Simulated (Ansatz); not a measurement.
# A thicker film of RbCl (001) from two thinner ones

In a field along its normal an insulating film takes a dipole p. Written as a length, p/(ε₀AE), it should grow by 1 − 1/ε for each ångström added.

How it was computed: Ansatz 0.2.0, plane waves with PAW datasets (its set soft_2), LDA; rocksalt films relaxed at a bulk in-plane lattice constant near the measured one, then held in weak fields of both signs with a dipole correction (A is the cell's area, E the outer field).

```tsv
run	distance between the outer atoms (Å)	p/(ε₀AE) (Å)
3 units	6.300	5.810
5 units	12.630	9.583
8 units	22.130	?
```

**Question.** What value belongs in the row marked “?”, and how far can the other rows tell?

Two rows fix a line: slope = (9.583 − 5.810) / (12.630 − 6.300) = 0.5961, intercept 2.0544. That slope means ε = 1/(1 − 0.5961) = 2.48. At 22.130 it gives 0.5961 × 22.130 + 2.0544 = 15.246 Å, beyond the rows fitted. Rounding of the rows alone allows about ±0.003 Å there; two rows can't show whether the line holds.

The run itself gives 15.242 Å: a miss of −0.004 Å, or 0.0 % of the value. The length is met to within 1 %, though ε is more sensitive than the length: the two thickest films give ε = 2.47.

**Limits.** This is the electronic response alone. A unit is one step of the cut along the normal (a plane, a pair of planes or a cell), and the layers relax along it, away from their bulk spacing where the functional's lattice constant differs from the one held.

[Logs are printed without paths, hosts, clocks, repeated set-up lines and the standing remarks that a program may print on its own settings, such as how far it seeks lower states.]
